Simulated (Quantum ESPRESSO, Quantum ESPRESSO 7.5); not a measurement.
# Lattice constants of Hf₂Ga: PBEsol cells about 1 % shorter than the compiled values

## Experiment

Hf₂Ga crystallises in the tetragonal CuAl₂ type, space group I4/mcm. Our reference is the pair of lattice constants compiled in a printed reference work on crystal structures of intermetallic A2B phases, $a = 6.686$ Å and $c = 5.295$ Å. The method behind these values is not given with them; we suppose early powder diffraction on bulk alloy at room temperature. A second pair comes from a diffraction refinement (1972, Crystallography Open Database entry 1524524), with $a$ larger by 0.004 Å and $c$ smaller by 0.001 Å. Sample and temperature are not given with that entry. The two pairs agree closely, but they may not be independent, and their closeness does not cover every doubt about composition: hafnium of older samples often carried some zirconium.

| compared with | measured | source's wording or label | method |
| --- | --- | --- | --- |
| a (Å) | 6.686 | tetragonal a | compiled value, method not stated * |
| c (Å) | 5.295 | tetragonal c | compiled value, method not stated * |
| a (Å) | 6.69 | 6.6900 | diffraction refinement behind the database entry |
| c (Å) | 5.294 | 5.2940 | diffraction refinement behind the database entry |

Where a quantity has several values, deviations refer to the one marked *.

Conditions are those given with the value in the passage it was taken from; "not stated" means there, and the paper may say more elsewhere. The values are a selection: others may have been left out beforehand as unlike or outlying.

## Plan

We want both lattice constants within 0.5 % of the reference. That is close to what a good semilocal functional can deliver for a metallic intermetallic, and it is wide enough to leave room for the difference between a static calculated cell and a sample at room temperature, which we put at roughly 0.2 % in length. Each axis has to pass by itself, since a correct volume can hide opposite errors in $a$ and $c$.

The model is the ordered, non-magnetic crystal with six atoms in the primitive cell, with cell and free atomic position relaxed in the given symmetry. We go straight to PBEsol, which was built for equilibrium distances in dense solids. LDA costs about the same but usually makes such metals too small, so it serves only as a neighbour for scale. The PBEsol result will then be tested where it is most exposed: against a higher plane-wave cutoff and against a different family of potentials.

Plain PBE isn't shown in this study.

System: Hf2Ga, CuAl2 type (C16), tetragonal; I4/mcm (No. 140), 6 atoms in the primitive cell; the database structure is a diffraction structure: a = 6.690 Å, c = 5.294 Å; structure from the Crystallography Open Database.

On the selection of runs and values: Further runs on this system are not shown.

## 1. PBEsol relaxation of the full cell

We begin with PBEsol and ultrasoft potentials at 45 Ry, starting from the diffraction structure, whose cell differs slightly from the reference. We expect both axes to come out a little short, as a static cell should, and within the target.

**Run 1.** Quantum ESPRESSO 7.5: PBEsol, GBRV ultrasoft potentials, cell and atoms relaxed from the database structure, cutoff 45 Ry (density 360 Ry), 6x6x6 k mesh, Marzari-Vanderbilt smearing 0.14 eV.

Key lines of the input:
```
! potential files: GBRV ultrasoft potentials, made for PBEsol
&control
  calculation = 'vc-relax'
  forc_conv_thr = 2.0d-4
  etot_conv_thr = 1.0d-5
  nstep = 60
/
&system
  nat = 6
  ntyp = 2
  ecutwfc = 45
  ecutrho = 360
  nbnd = 57
  occupations = 'smearing'
  smearing = 'mv'
  degauss = 0.01029
/
&electrons
  conv_thr = 1.0d-8
  electron_maxstep = 100
  mixing_beta = 0.4
/
&ions
/
&cell
  press_conv_thr = 0.5
/
ATOMIC_SPECIES
  Hf 178.490 Hf.upf
  Ga 69.723 Ga.upf
[... cell and positions ...]
K_POINTS automatic
  6 6 6 0 0 0
```

Command:
```
OMP_NUM_THREADS=1 mpirun -n 8 pw.x -nk 8 -in relax.in > relax.out
```

Selected lines of the output:
```
     kinetic-energy cutoff     =      45.0000  Ry
     number of k points=    30  Marzari-Vanderbilt smearing, width (Ry)=  0.0103
     new unit-cell volume =    772.71506 a.u.^3 (   114.50456 Ang^3 )
     new unit-cell volume =    772.51494 a.u.^3 (   114.47490 Ang^3 )
          total   stress  (Ry/bohr**3)                   (kbar)     P=       -0.10
     bfgs converged in   9 scf cycles and   8 bfgs steps
     new unit-cell volume =    772.51494 a.u.^3 (   114.47490 Ang^3 )
          total   stress  (Ry/bohr**3)                   (kbar)     P=       -1.07
CELL_PARAMETERS (angstrom)
  -3.303853140   3.303853140   2.621855944
   3.303853140  -3.303853140   2.621855944
   3.303853140   3.303853140  -2.621855944
```

Converged; 3.7 min on 8 cores of Arm Neoverse V2, shared host.

| quantity | run 1 | measured | deviation |
| --- | --- | --- | --- |
| a (Å) | 6.608 | 6.686 | −0.078 (−1.2 %) |
| c (Å) | 5.244 | 5.295 | −0.051 (−1.0 %) |
| conventional cell volume (Å³) | 228.95 |  |  |
| final pressure (GPa) | −0.107 |  |  |

Both axes are too short by more than the target allows, $a$ by 1.2 % and $c$ by 1.0 %. We had expected a slight shortfall; this one is several times the thermal allowance. The two axes shrink almost alike, so the calculation keeps the shape of the cell and misses its size. The residual pressure of about −0.1 GPa is far too small to account for a discrepancy of this order in a stiff metal, though it does not test the cutoff or the potentials.

## 2. Testing the cutoff and the potentials

Before the functional is blamed, we repeat the PBEsol relaxation in two ways: with the same ultrasoft potentials at 61 Ry, and with norm-conserving PseudoDojo potentials at 80 Ry. The first tests the plane-wave basis, the second the description of the hafnium and gallium cores. We expect shifts of a few tenths of a per cent at most, which would leave the miss standing.

**Run 2.** Quantum ESPRESSO 7.5: PBEsol, GBRV ultrasoft potentials, cell and atoms relaxed from the database structure, cutoff 61 Ry (density 488 Ry), 6x6x6 k mesh, Marzari-Vanderbilt smearing 0.14 eV.

Key lines of the input, as changed from run 1:
```diff
  &system
-   ecutwfc = 45
-   ecutrho = 360
+   ecutwfc = 61
+   ecutrho = 488
```

Command:
```
OMP_NUM_THREADS=1 mpirun -n 4 pw.x -nk 4 -in relax.in > relax.out
```

Selected lines of the output:
```
          total   stress  (Ry/bohr**3)                   (kbar)     P=        0.18
CELL_PARAMETERS (angstrom)
```

Converged; 16 min on 4 cores of Arm Neoverse V1, shared host.

**Run 3.** Quantum ESPRESSO 7.5: PBEsol, PseudoDojo norm-conserving potentials, cell and atoms relaxed from the database structure, cutoff 80 Ry, 6x6x6 k mesh, Marzari-Vanderbilt smearing 0.14 eV.

Key lines of the input, as changed from run 1:
```diff
- ! potential files: GBRV ultrasoft potentials, made for PBEsol
+ ! potential files: PseudoDojo norm-conserving potentials, made for PBEsol
  &system
-   ecutwfc = 45
-   ecutrho = 360
-   nbnd = 57
+   ecutwfc = 80
+   nbnd = 50
```

Selected lines of the output:
```
          total   stress  (Ry/bohr**3)                   (kbar)     P=       -0.29
CELL_PARAMETERS (angstrom)
```

Converged; took 11 min.

| quantity | run 2 | run 3 | measured |
| --- | --- | --- | --- |
| a (Å) | 6.614 | 6.621 | 6.686 |
| c (Å) | 5.248 | 5.249 | 5.295 |
| conventional cell volume (Å³) | 229.55 | 230.07 |  |
| final pressure (GPa) | 0.018 | −0.029 |  |

Both changes lengthen the axes, but not by enough. The higher cutoff adds 0.006 Å to $a$ and 0.004 Å to $c$. The norm-conserving potentials give the largest cell of the three, with $a$ still 0.065 Å and $c$ 0.046 Å below the reference, or 1.0 % and 0.9 %. The two families of potentials, ultrasoft at 61 Ry and norm-conserving at 80 Ry (the cutoff convergence of the latter is not shown in this report), differ by only 0.007 Å in $a$ and 0.001 Å in $c$. Neither the basis nor the choice between these potentials therefore explains the miss. Adding the thermal allowance of roughly 0.2 % to the calculated lengths would still leave both axes outside the target.

## 3. LDA as a neighbour for scale

We now relax the cell with LDA, using ultrasoft potentials at 45 Ry so that it compares directly with the first PBEsol run. We expect a still smaller cell, so this is no attempt at a remedy; it shows how strongly the lattice constants respond to the functional. A dispersion correction to PBEsol is not part of this series, because its added attraction should shorten axes that are already too short.

**Run 4.** Quantum ESPRESSO 7.5: LDA, GBRV ultrasoft potentials, cell and atoms relaxed from the database structure, cutoff 45 Ry (density 360 Ry), 6x6x6 k mesh, Marzari-Vanderbilt smearing 0.14 eV.

Key lines of the input, as changed from run 1:
```diff
- ! potential files: GBRV ultrasoft potentials, made for PBEsol
+ ! potential files: GBRV ultrasoft potentials, made for LDA
```

Selected lines of the output:
```
     bfgs converged in   9 scf cycles and   8 bfgs steps
CELL_PARAMETERS (angstrom)
```

Converged; 3.3 min on 8 cores of Arm Neoverse V2, shared host.

| quantity | run 4 | measured | deviation |
| --- | --- | --- | --- |
| a (Å) | 6.532 | 6.686 | −0.154 (−2.3 %) |
| c (Å) | 5.198 | 5.295 | −0.097 (−1.8 %) |
| conventional cell volume (Å³) | 221.79 |  |  |
| final pressure (GPa) | −0.196 |  |  |

LDA shortens $a$ further, from 6.608 to 6.532 Å, and $c$ from 5.244 to 5.198 Å, relative to PBEsol with the same kind of potentials and the same cutoff. It misses the reference by 2.3 % and 1.8 %. The step from PBEsol to LDA is thus about as large as the PBEsol error itself, and several times larger than the shifts from the higher cutoff or the other potentials. A change of functional can therefore move the cell by the amount that is missing, but LDA moves it the wrong way.

We end this series here. All four runs use the 6x6x6 k mesh; a finer mesh is not shown in this report.

## Summary of runs

| run | settings | a (Å) | deviation | c (Å) | deviation | cost |
| --- | --- | --- | --- | --- | --- | --- |
| 1 | PBEsol, GBRV ultrasoft potentials, cutoff 45 Ry (density 360 Ry) | 6.608 | −0.078 (−1.2 %) | 5.244 | −0.051 (−1.0 %) | 29 core-min |
| 2 | PBEsol, GBRV ultrasoft potentials, cutoff 61 Ry (density 488 Ry) | 6.614 | −0.072 (−1.1 %) | 5.248 | −0.047 (−0.9 %) | 63 core-min |
| 3 | PBEsol, PseudoDojo norm-conserving potentials, cutoff 80 Ry | 6.621 | −0.065 (−1.0 %) | 5.249 | −0.046 (−0.9 %) | 44 core-min |
| 4 | LDA, GBRV ultrasoft potentials, cutoff 45 Ry (density 360 Ry) | 6.532 | −0.154 (−2.3 %) | 5.198 | −0.097 (−1.8 %) | 26 core-min |
|  | measured | 6.686 |  | 5.295 |  |  |

Further runs on the same system, made beside this series (convergence steps with loose settings among them):

| further | settings | a (Å) | deviation | c (Å) | deviation | cost |
| --- | --- | --- | --- | --- | --- | --- |
| F1 | PBEsol+D3(BJ), GBRV ultrasoft potentials, cutoff 45 Ry (density 360 Ry), 6x6x6 k mesh | 6.545 | −0.141 (−2.1 %) | 5.201 | −0.094 (−1.8 %) | 35 core-min |
| F2 | PBEsol, GBRV ultrasoft potentials, cutoff 45 Ry (density 360 Ry), 4x4x4 k mesh | 6.627 | −0.059 (−0.9 %) | 5.213 | −0.082 (−1.5 %) | 16 core-min |
|  | measured | 6.686 |  | 5.295 |  |  |

## Verdict

PBEsol misses the target on both axes. With norm-conserving potentials at 80 Ry, for 44 core-minutes, $a$ is 1.0 % and $c$ 0.9 % shorter than the reference, where we had asked for 0.5 %.

The checks of cutoff and potentials mattered most: they lengthened the axes only slightly and left the miss in place. LDA served for scale and falls shorter still. The additional run with D3(BJ) confirms that a dispersion correction contracts the cell: against run 1, by about 0.063 Å in $a$ and 0.043 Å in $c$.

The k mesh calls for more caution. Going from a 4x4x4 mesh (F2) to 6x6x6 (run 1) shortens $a$ by about 0.019 Å and lengthens $c$ by about 0.031 Å, the latter more than the target itself, while the volume hardly changes. Sampling thus acts mainly on the shape of the cell, and convergence beyond 6x6x6 is not shown in this report, nor is the effect of the smearing width or of spin-orbit coupling. The individual axes are less secure than the volume, which is roughly 3 % too small in all three PBEsol runs of the series. Two axes within 0.5 % would allow only about half of that, so a change of shape alone could not bring both within the target.

Thermal expansion and zero-point motion would lengthen the calculated axes by roughly 0.2 %, which is not enough to bring them within the target. We suspect that PBEsol binds this hafnium-rich metal too strongly, as it tends to for the early transition metals, but the runs do not prove it. The sample may contribute too: zirconium would enlarge the measured cell slightly, though a few per cent of it should account for less than 0.1 % in length. Dissolved light elements could also expand it, which remains conjecture. Plain PBE, which usually gives larger cells, is the comparison that bears most directly on the functional; it is not shown in this report.

[Logs are printed without paths, hosts, clocks, repeated set-up lines and the standing remarks that a program may print on its own settings, such as how far it seeks lower states.]

[The runs shown are a pick from a larger set of finished runs; failed, doubtful and other runs were left out of it ahead of writing. So were measured values far from every level or from commonly accepted values, and agreement can look better than it is. Lines of input and output are excerpts and may be shortened.]
